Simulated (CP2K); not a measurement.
# ZnS (F-43m) in CP2K: further runs, part 2 of 2

CP2K 2026.2.

**4. Atomic charges, PBE**

File zns_charges.inp:

```
&GLOBAL
  PROJECT zns_charges
  RUN_TYPE ENERGY_FORCE
  PRINT_LEVEL LOW
&END GLOBAL
&FORCE_EVAL
  METHOD QS
  STRESS_TENSOR ANALYTICAL
  &DFT
    BASIS_SET_FILE_NAME BASIS_MOLOPT_UZH
    POTENTIAL_FILE_NAME POTENTIAL_UZH
    &MGRID
      CUTOFF 450
      REL_CUTOFF 60
      NGRIDS 5
    &END MGRID
    &QS
      METHOD GPW
      EPS_DEFAULT 1.0E-10
    &END QS
    &KPOINTS
      SCHEME MONKHORST-PACK 9 9 9
      GAMMA_CENTERED T
      SYMMETRY T
      SYMMETRY_BACKEND SPGLIB
    &END KPOINTS
    &SCF
      SCF_GUESS ATOMIC
      EPS_SCF 1.0E-6
      MAX_SCF 100
      ADDED_MOS 10
      CHOLESKY OFF
      EPS_EIGVAL 1.0E-7
      &DIAGONALIZATION ON
        ALGORITHM STANDARD
      &END DIAGONALIZATION
      &MIXING ON
        METHOD BROYDEN_MIXING
        ALPHA 0.4
        BETA 1.5
        NBUFFER 8
      &END MIXING
      &SMEAR ON
        METHOD FERMI_DIRAC
        ELECTRONIC_TEMPERATURE 580.23
      &END SMEAR
    &END SCF
    &XC
      &XC_FUNCTIONAL PBE
      &END XC_FUNCTIONAL
    &END XC
    &PRINT
      &KPOINTS ON
      &END KPOINTS
      &MULLIKEN ON
      &END MULLIKEN
      &MO ON
        ENERGIES T
        OCCUPATION_NUMBERS T
        &EACH
          QS_SCF 0
        &END EACH
        ADD_LAST NUMERIC
      &END MO
      &LOWDIN ON
      &END LOWDIN
      &HIRSHFELD ON
        SHAPE_FUNCTION GAUSSIAN
      &END HIRSHFELD
      &VORONOI ON
        VORONOI_RADII VDW
      &END VORONOI
    &END PRINT
  &END DFT
  &SUBSYS
    &CELL
      A 3.8212050455 0.0000000000 0.0000000000
      B 1.9106025228 3.3092606425 0.0000000000
      C 1.9106025228 1.1030868808 3.1200008547
      PERIODIC XYZ
    &END CELL
    &COORD
      SCALED
      Zn  0.7500000000 0.7500000000 0.7500000000
      S   0.0000000000 0.0000000000 0.0000000000
    &END COORD
    &KIND Zn
      BASIS_SET TZVP-MOLOPT-PBE-GTH-q12
      POTENTIAL GTH-PBE-q12
    &END KIND
    &KIND S
      BASIS_SET TZVP-MOLOPT-PBE-GTH-q6
      POTENTIAL GTH-PBE-q6
    &END KIND
    &PRINT
      &ATOMIC_COORDINATES ON
      &END ATOMIC_COORDINATES
      &CELL ON
      &END CELL
    &END PRINT
  &END SUBSYS
  &PRINT
    &FORCES ON
    &END FORCES
    &STRESS_TENSOR ON
    &END STRESS_TENSOR
  &END PRINT
&END FORCE_EVAL
```

Potentials or basis: POTENTIAL_UZH Zn GTH-PBE-q12, S GTH-PBE-q6; TZVP-MOLOPT-PBE-GTH basis.

Command:

```
$ OMP_NUM_THREADS=1 cp2k.psmp -i zns_charges.inp -o zns_charges.out
```

zns_charges.out:

```text

 CP2K| version string:                                       CP2K version 2026.2
 CP2K| Input file name                                           zns_charges.inp

 GLOBAL| Force Environment number                                              1
 GLOBAL| Basis set file name                                    BASIS_MOLOPT_UZH
 GLOBAL| Potential file name                                       POTENTIAL_UZH
 GLOBAL| MM Potential file name                                     MM_POTENTIAL
 GLOBAL| Coordinate file name                                      __STD_INPUT__
 GLOBAL| Method name                                                        CP2K
 GLOBAL| Project name                                                zns_charges
 GLOBAL| Run type                                                   ENERGY_FORCE
 GLOBAL| FFT library                                                       FFTW3
 GLOBAL| Diagonalization library                                       ScaLAPACK
 GLOBAL| Cholesky decomposition library                                ScaLAPACK
 GLOBAL| DGEMM library                                                      BLAS
 GLOBAL| Direct generalized diagonalization requested                          F
[... 566 lines left out ...]
       1     Zn       1         13.332559                             -1.332559
       2     S        2          4.667441                              1.332559
 # Total charge                             18.000000                  0.000000

 ENERGY| Total FORCE_EVAL ( QS ) energy [hartree]            -70.840040621985011

 FORCES| Atomic forces [hartree/bohr]
 FORCES|   Atom     x               y               z               |f|
 FORCES|      1 -2.38118397E-06 -1.37477005E-06 -9.70574727E-07   2.91582666E-06
 FORCES|      2  2.43796214E-06  1.40753600E-06  9.93749953E-07   2.98535692E-06
 FORCES| Sum     5.67781692E-08  3.27659467E-08  2.31752264E-08
 FORCES| Total atomic force                                       6.95302731E-08

 STRESS| Analytical stress tensor [bar]
 STRESS|                        x                   y                   z
 STRESS|      x        2.04127223637E+04   2.38827288870E+00   1.69647024447E+00
 STRESS|      y        2.38827288870E+00   2.04100401831E+04   9.22665434735E-01
 STRESS|      z        1.69647024447E+00   9.22665434735E-01   2.04093524922E+04
 STRESS| 1/3 Trace                                             2.04107050130E+04
 STRESS| Determinant                                           8.50303575194E+12

 STRESS| Eigenvectors and eigenvalues of the analytical stress tensor [bar]
 STRESS|                        1                   2                   3
 STRESS| Eigenvalues   2.04085968162E+04   2.04087143934E+04   2.04148038293E+04
 STRESS|      x          -0.572749580891      0.086254171058      0.815179817933
 STRESS|      y           0.572940602268     -0.669089877577      0.473347443214
 STRESS|      z           0.586256755921      0.738159165559      0.333802430246
```

voronoi:

```text
 2
# Step        0,  Time       0.0000 fs
# Cell         3.8212050455        0.0000000000        0.0000000000        1.9106025228        3.3092606425        0.0000000000        1.9106025228        1.1030868808        3.1200008547
# Atom     Z              Radius         Position(X)         Position(Y)         Position(Z)      Voronoi_Volume              Z(eff)              Charge           Dipole(X)           Dipole(Y)           Dipole(Z)     ChargeCenter(X)     ChargeCenter(Y)     ChargeCenter(Z)      Quadrupole(XX)      Quadrupole(XY)      Quadrupole(XZ)      Quadrupole(YX)      Quadrupole(YY)      Quadrupole(YZ)      Quadrupole(ZX)      Quadrupole(ZY)      Quadrupole(ZZ)
     1    30        1.3900000000        5.7318075683        3.3092606425        2.3400006410        9.7298112738       12.0000000000        1.5502175975       -0.8112416560       -0.8082054495        0.9713114671        0.0007763240        0.0007734184       -0.0009295040       -0.0115519172       -0.0000003863       -0.0000001397       -0.0000003863       -0.0115509958       -0.0000002426       -0.0000001397       -0.0000002426       -0.0115534919
     2    16        1.8000000000        0.0000000000        0.0000000000        0.0000000000       29.7237340630        6.0000000000       -1.5502175738        0.3835350907        0.6058506465        0.0067746031       -0.0005079789       -0.0008024281       -0.0000089727       -0.0328518937        0.0000366966        0.0000272238        0.0000366966       -0.0329399497        0.0000318894        0.0000272238        0.0000318894       -0.0328616377
```

Run time: 2.1 min. Hardware: 1 thread of Intel Xeon Platinum 8375C at 2.90GHz (Ice Lake), shared host; peak memory 0.39 GiB.

What came out:

```yaml
Free_energy: -1927.6555 eV
Pressure: 2.0 GPa
Band_gap_on_the_k_mesh: 2.08 eV, direct
Mulliken_charges: Zn +0.40; S -0.40 e
Hirshfeld_charges: Zn -1.11; S +1.11 e
Voronoi_charges: Zn +1.55; S -1.55 e
```

Caveat: Hirshfeld charges from Gaussian shapes aren't those from atomic densities; Mulliken charges move with the basis; the basis of atomic orbitals isn't converged, which shifts pressures, moduli and gaps.

**5. Atomic charges, PBE**

Changes to zns_charges.inp since step 4:

```diff
@@ -87,3 +87,3 @@
     &KIND Zn
-      BASIS_SET TZVP-MOLOPT-PBE-GTH-q12
+      BASIS_SET TZV2P-MOLOPT-PBE-GTH-q12
       POTENTIAL GTH-PBE-q12
@@ -91,3 +91,3 @@
     &KIND S
-      BASIS_SET TZVP-MOLOPT-PBE-GTH-q6
+      BASIS_SET TZV2P-MOLOPT-PBE-GTH-q6
       POTENTIAL GTH-PBE-q6
```

Potentials or basis: POTENTIAL_UZH Zn GTH-PBE-q12, S GTH-PBE-q6; TZV2P-MOLOPT-PBE-GTH basis.

Command:

```
$ OMP_NUM_THREADS=1 cp2k.psmp -i zns_charges.inp -o zns_charges.out
```

Wall time 3.3 min (1 thread of Intel Xeon Platinum 8375C at 2.90GHz (Ice Lake), shared host); peak memory 0.48 GiB.

Results (log left out):

- Free energy: -1927.6880 eV
- Pressure: 1.8 GPa
- Band gap on the k mesh: 2.08 eV, direct
- Mulliken charges: Zn +0.47; S -0.47 e
- Hirshfeld charges: Zn -1.11; S +1.11 e
- Voronoi charges: Zn +1.56; S -1.56 e

Levels at points of the mesh, in eV from the valence-band top:
```
           k point  band 7  band 8  band 9  band 10  band 11  band 12
(0.00, 0.00, 0.00)    0.00    0.00    0.00     2.08     6.37     6.37
```

Caveat: Hirshfeld charges from Gaussian shapes aren't those from atomic densities; Mulliken charges move with the basis; the basis of atomic orbitals isn't converged, which shifts pressures, moduli and gaps.

**6. The runs side by side**

| potentials or basis | gap on the mesh (eV) | pressure (GPa) |
| --- | --- | --- |
| POTENTIAL_UZH Zn GTH-PBE-q12, S GTH-PBE-q6; ccGRB-D basis | 2.29 | 2.7 |
| GTH_POTENTIALS Zn GTH-PBE-q12, S GTH-PBE-q6; TZVP-MOLOPT-SR-GTH, TZVP-MOLOPT-GTH basis | 2.08 | 2.3 |
| POTENTIAL_UZH Zn GTH-PBE-q12, S GTH-PBE-q6; TZVP-MOLOPT-PBE-GTH basis | 2.08 | 2.0 |
| POTENTIAL_UZH Zn GTH-PBE-q12, S GTH-PBE-q6; TZV2P-MOLOPT-PBE-GTH basis | 2.08 | 1.8 |

Alike in all rows: task atomic charges; level PBE; no spin polarisation; cell as given; k mesh 9 × 9 × 9; smearing fermi-dirac 0.05 eV.

Caveats: the basis of atomic orbitals isn't converged, which shifts pressures, moduli and gaps.

Absolute energies hang on the potentials; compare differences alone.

**7. Against experiment**

Step 2. A measured gap of ZnS is 3.85 eV (direct; 19 K; quoted in “Electronic, vibrational, and thermodynamic properties of ZnS (zincblende and rocksalt structure)”, 2009, arxiv:0911.5022); the calculated 2.29 eV misses it by -1.56 eV. The value is that of PBE in an atomic basis (POTENTIAL_UZH Zn GTH-PBE-q12, S GTH-PBE-q6; ccGRB-D basis), whose error adds to the functional's,, without temperature or zero-point motion. Semilocal functionals fall short of measured gaps as a rule.

Step 3. Against the measured gap of ZnS, 3.85 eV (direct; 19 K; quoted in “Electronic, vibrational, and thermodynamic properties of ZnS (zincblende and rocksalt structure)”, 2009, arxiv:0911.5022), the calculated 2.08 eV is off by -1.77 eV. The value is that of PBE in an atomic basis (GTH_POTENTIALS Zn GTH-PBE-q12, S GTH-PBE-q6; TZVP-MOLOPT-SR-GTH, TZVP-MOLOPT-GTH basis), whose error adds to the functional's,, without temperature or zero-point motion. Semilocal functionals fall short of measured gaps as a rule.

Step 4. A measured gap of ZnS is 3.85 eV (direct; 19 K; quoted in “Electronic, vibrational, and thermodynamic properties of ZnS (zincblende and rocksalt structure)”, 2009, arxiv:0911.5022); the calculated 2.08 eV misses it by -1.77 eV. The value is that of PBE in an atomic basis (POTENTIAL_UZH Zn GTH-PBE-q12, S GTH-PBE-q6; TZVP-MOLOPT-PBE-GTH basis), whose error adds to the functional's,, without temperature or zero-point motion. Semilocal functionals fall short of measured gaps as a rule.

Step 5. Against the measured gap of ZnS, 3.85 eV (direct; 19 K; quoted in “Electronic, vibrational, and thermodynamic properties of ZnS (zincblende and rocksalt structure)”, 2009, arxiv:0911.5022), the calculated 2.08 eV is off by -1.77 eV. The value is that of PBE in an atomic basis (POTENTIAL_UZH Zn GTH-PBE-q12, S GTH-PBE-q6; TZV2P-MOLOPT-PBE-GTH basis), whose error adds to the functional's,, without temperature or zero-point motion. Semilocal functionals fall short of measured gaps as a rule.
